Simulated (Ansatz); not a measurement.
NaCl in the rocksalt structure, relaxed with r2SCAN in Ansatz. It is cubic, Fm-3m (No. 225); conventional cell a = 5.605 Å, 22.02 Å³ an atom. Around Na lie 6 Cl at 2.80 Å; around Cl lie 6 Na at 2.80 Å.

The axes x, y and z are those of this cell:
```
CELL_PARAMETERS angstrom
0.00000 2.80270 2.80270
2.80270 0.00000 2.80270
2.80270 2.80270 0.00000
ATOMIC_POSITIONS crystal
Na 0.00000 0.00000 0.00000
Cl 0.50000 0.50000 0.50000
```

Unstrained: The PBE gap is direct at Γ: 5.180 eV. With r2SCAN the gap is 5.975 eV and direct, at Γ. HSE06 gives a direct gap of 6.559 eV at Γ. Meshes: PBE 8×8×8, r2SCAN 8×8×8, HSE06 6×6×6. Strains are changes of length per length. After each strain the atoms were relaxed again with r2SCAN within the symmetry that the strain leaves, so tilts or polar shifts that break it weren't tested; points keep the names that they have in the unstrained zone. The values are computed, spin-unpolarised, and not measurements.

(1) Apply uniaxial +5.11 % along x, other directions held. How far does the gap move, against the unstrained cell?

(2) One strain changed the r2SCAN stress by xx +0.63, yy +0.63, zz +0.63, xy +0.19, xz +0.19, yz +0.19 GPa (compression positive) and the gap by +0.029 eV (PBE), +0.034 eV (r2SCAN), +0.034 eV (HSE06). Which kind of strain was it, and roughly how large?

(3) Estimate what biaxial +4.95 % in x and y, z held does to the gap.

Results:

(1) PBE: the gap goes from 5.180 to 4.970 eV (-0.210 eV); with r2SCAN the top three valence levels at Γ, degenerate before, become 1+2 from the top over 32 meV. r2SCAN: the gap goes from 5.975 to 5.752 eV (-0.223 eV). HSE06: the gap goes from 6.559 to 6.332 eV (-0.227 eV). The r2SCAN energy rises by 8.3 meV an atom.

(2) Uniaxial -2.15 % along [111], other directions held. The pattern of the stress gives the kind; the size needs the stiffness, so it is an estimate.

(3) PBE: the gap goes from 5.180 to 4.809 eV (-0.371 eV); with r2SCAN the top three valence levels at Γ, degenerate before, become 2+1 from the top over 48 meV. r2SCAN: the gap goes from 5.975 to 5.579 eV (-0.396 eV). HSE06: the gap goes from 6.559 to 6.159 eV (-0.400 eV). The r2SCAN energy rises by 19.1 meV an atom.

The meshes of the hybrids are coarse, so their gaps aren't converged to the digits shown.

The splittings at Γ are without spin-orbit coupling, which regroups them where it is of like size or larger.
